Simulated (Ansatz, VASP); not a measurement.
**One calculation of Ti, two programs**

```
Ti
1.0
     2.93519    0.00000    0.00000
    -1.46759    2.54195    0.00000
     0.00000    0.00000    4.63805
Ti
2
Direct
  0.33333 0.66667 0.25000
  0.66667 0.33333 0.75000
```

Alike in both runs: functional r2SCAN; k mesh 18 × 18 × 10; occupations gaussian, width 0.1 eV; no spin polarisation.

Ansatz relaxed the structure, and its values are those at the end. VASP's run is a single point on that final structure, the one shown.

|  | VASP | Ansatz |
| --- | --- | --- |
| version | VASP 6.6.1 | Ansatz 0.2.0 |
| potentials or method | VASP PAW PBE potentials, release 64 (Ti_sv) | scalar-relativistic, plane waves, PAW |
| plane-wave cutoff (eV) | 520 | 500 |
| valence electrons in the cell | 24 | 24 |

Ansatz gave:

```
gap on the k mesh at the Fermi level (eV) : none
pressure (GPa)                            : 0.0
```

Question: What did VASP give for the same quantities?

Answer: gap on the k mesh at the Fermi level (eV): none; pressure (GPa): 0.4.

A gap of «none» marks a metal or a gap that the smearing closes. The functional is the same, so the differences come from potentials, cutoffs and numerics.

Caveats: the PAW data sets were made with another functional, which shifts forces and pressure a little (VASP).
